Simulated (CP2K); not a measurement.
Runs of CP2K 2026.2 on ZnS (Wurtzite-2H). The structure is hexagonal, space group P6_3mc (No. 186). Conventional cell: a = 3.811 Å, b = 3.811 Å, c = 6.234 Å, α = 90.00°, β = 90.00°, γ = 120.00°. Around Zn (site symmetry 3m) lie 4 S at 2.31 to 2.40 Å. Around S (site symmetry 3m) lie 4 Zn at 2.31 to 2.40 Å. 

```tsv
potentials or basis	pressure (GPa)
POTENTIAL_UZH Zn GTH-SCAN-q12, S GTH-SCAN-q6; DZVP-MOLOPT-SR-GTH basis	3.3
POTENTIAL_UZH Zn GTH-PBE0-q12, S GTH-PBE0-q6; DZVP-MOLOPT-SR-GTH basis	(a)
GTH_POTENTIALS Zn GTH-PADE-q12, S GTH-PADE-q6; DZVP-MOLOPT-SR-GTH basis	(b)
GTH_POTENTIALS Zn GTH-PBE-q12, S GTH-PBE-q6; DZVP-MOLOPT-SR-GTH basis	2.7
GTH_POTENTIALS Zn GTH-BLYP-q12, S GTH-BLYP-q6; DZVP-MOLOPT-SR-GTH basis	2.1
```

Alike in all rows: task band structure; level PBE; no spin polarisation; cell as given; k mesh 8 × 8 × 5; smearing fermi-dirac 0.05 eV.

Question: Fill in the values left out.

Answer: (a) 4.6; (b) 1.8.

Caveats: the basis of atomic orbitals isn't converged, which shifts pressures, moduli and gaps; the potentials were made for another functional, which shifts forces and pressure (some runs).
